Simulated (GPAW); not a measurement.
Crystal: Ga.

```
Ga
1.0
     2.71648    0.00000    0.00000
     0.00000    2.71648    0.00000
     0.00000    0.00000    2.71648
Ga
1
Direct
  0.00000 0.00000 0.00000
```

The cell was built by a generator and needn't be a form met in nature.

- Program: GPAW 26.7.0
- Task: relaxation of cell and atoms
- Functional: RPBE
- Dispersion: D3(BJ)+ATM
- Potentials or basis: the program's PAW data sets (release 1.2.1) made for this functional
- Cutoff: 600 eV
- Basis: pw
- k mesh: 10 × 10 × 10
- Occupations: fermi-dirac, width 0.05 eV
- Spin: no spin polarisation

At the start: pressure -12.4 GPa; volume 20.05 Å³/atom.

Problem. How do energy, volume and symmetry change on relaxing?

Solution. Over 5 steps the energy falls by 192.4 meV/atom and the volume is 16.08 Å³/atom (-19.8 %); space group Pm-3m (No. 221, to 0.05 Å).

Step by step:
```csv
step,energy change (eV),largest force (eV/Å),pressure (GPa),volume (Å³)
1,0.0000,0.0000,-12.40,20.05
2,-0.0936,0.0000,-10.32,18.76
3,-0.1604,0.0000,8.78,14.85
4,-0.1912,0.0000,-1.45,16.31
5,-0.1924,0.0000,-0.09,16.08
```

Final structure:
```yaml
crystal:
  lattice:
    - [2.52392, 0.00000, 0.00000]
    - [0.00000, 2.52392, 0.00000]
    - [0.00000, 0.00000, 2.52392]
  atoms:
    - { symbol: Ga, position: [0.00000, 0.00000, 0.00000] }
```

Caveat: later steps reuse the first step's grids; the volume moved by over 15 % at a fixed basis, so the end points are rough; pairwise dispersion overbinds metals, which lowers pressure and volume.
